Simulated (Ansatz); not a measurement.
# Effective masses and thermopower of BaSnO3 under load (space group Cmmm)

Input:

```xyz
5
Lattice="4.1093 -0.0215 0.0000 -0.0215 4.1093 0.0000 0.0000 0.0000 4.1295" Properties=species:S:1:pos:R:3 pbc="T T T"
Ba     2.0439     2.0439     2.0648
Sn     0.0000     0.0000     0.0000
O     -0.0107     2.0546     0.0000
O      2.0546    -0.0107     0.0000
O      0.0000     0.0000     2.0648
```

Level of theory: PBEsol with spin-orbit coupling, rigid bands (plane waves, PAW; Ansatz, an electronic-structure program). Condition of this run: uniaxial stress along [110] of 2 GPa (compression positive) (the target of the relaxation). Cell: cell and atoms relaxed with PBEsol, then loaded as said.

band gap: 0.90 eV
electron conductivity mass (300 K, dilute): 0.173 mₑ
hole conductivity mass (300 K, dilute): 1.79 (x), 1.79 (y), 2.2 (z) mₑ
effective density of states N_c (300 K): 1.8e18 cm⁻³
effective density of states N_v (300 K): 2.7e20 cm⁻³
density-of-states mass, electrons: 0.173 mₑ
density-of-states mass, holes: 4.8 mₑ
Seebeck coefficient, n-type 1e19 cm⁻³, 300 K: -102 μV/K
best n-type power factor at 300 K for τ = 10 fs (best axis; densities from 1e16 to 1e21 cm⁻³ tried, whether or not they can be reached): 1.60 μW/(cm·K²) at 1e19 cm⁻³
Seebeck coefficient, p-type 1e19 cm⁻³, 300 K: 530 μV/K

Rigid bands; masses and Seebeck coefficients take one relaxation time τ for all states and one kind of carrier; polarons and phonon drag are left out.
